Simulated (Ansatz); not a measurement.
Set up this calculation in Ansatz 0.2.0, as the native input.

```
Task                : single point
Functional          : PBE
Potentials or basis : all-electron LAPW, scalar-relativistic
Cutoff              : 264 eV (chosen from the basis error)
Basis error allowed : 0.002 eV/atom
k mesh              : 8 × 8 × 8
Occupations         : fermi-dirac, width 0.06 eV
Spin                : no spin polarisation
```

Crystal: W.

```
CELL_PARAMETERS angstrom
-1.58234 1.58234 1.58234
1.58234 -1.58234 1.58234
1.58234 1.58234 -1.58234
ATOMIC_POSITIONS crystal
W 0.00000 0.00000 0.00000
```

These files were run (other wordings do the same):

input.yaml

```yaml
crystal:
  lattice:
    - [-1.582345, 1.582345, 1.582345]
    - [1.582345, -1.582345, 1.582345]
    - [1.582345, 1.582345, -1.582345]
  atoms:
    - { symbol: W, position: [0.0, 0.0, 0.0] }
kpoints:
  mp_grid: { grid: [8, 8, 8] }
scf:
  occupations: { method: fermi_dirac, width: 0.06 }
hamiltonian:
  xc: pbe
  pseudopotentials: { kind: all_electron, lapw: { basis_error: 0.002 } }
output:
  forces: true
  stress: true
  eigenvalues: true
```

Potentials or basis: all-electron LAPW, scalar-relativistic.

Command:

```bash
$ ansatz run input.yaml --threads 1 --pin off --max-ram 3072MiB --backend cpu --events-out ev --progress --plain --runs-dir out
```

Results of the run:

* Pressure: 6.2 GPa
* Band gap on the k mesh: none (metal or under the smearing width)

Caveat: the k mesh is thin for a metal, which can move the energy by tens of meV per atom.

It took 2.9 s on 1 thread of Arm Neoverse V1 (shared host), peak memory 0.23 GiB.
